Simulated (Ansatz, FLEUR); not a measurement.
## Pd: programs and potentials compared

```
CELL_PARAMETERS angstrom
0.00000 1.94650 1.94650
1.94650 0.00000 1.94650
1.94650 1.94650 0.00000
ATOMIC_POSITIONS crystal
Pd 0.00000 0.00000 0.00000
```

Alike in all runs: task equation of state; functional PBEsol; k mesh 12 × 12 × 12; occupations fermi-dirac, width 0.05 eV; no spin polarisation; no spin-orbit coupling.

```csv
program and potentials,plane-wave cutoff (eV),notes,equilibrium volume (Å³/atom),bulk modulus (GPa)
"Ansatz, Ansatz PAW",420,"potentials made for PBE, which Ansatz adapts in part",14.53,204.5
"Ansatz, PseudoDojo PBEsol stringent",1116,-,14.53,206.7
"FLEUR, all-electron, FLAPW",-,-,14.53,206.6
```

All agree on the equilibrium volume. The bulk modulus spans 204.5 (Ansatz, Ansatz PAW) to 206.7 GPa (Ansatz, PseudoDojo PBEsol stringent), with all-electron results at 206.6. For a metal such a mesh isn't converged, which the comparison doesn't need.

Differences between rows come from potentials, basis sets and numerical settings, since the functional is the same but for its coding. Runs on potential files found faulty are left out.
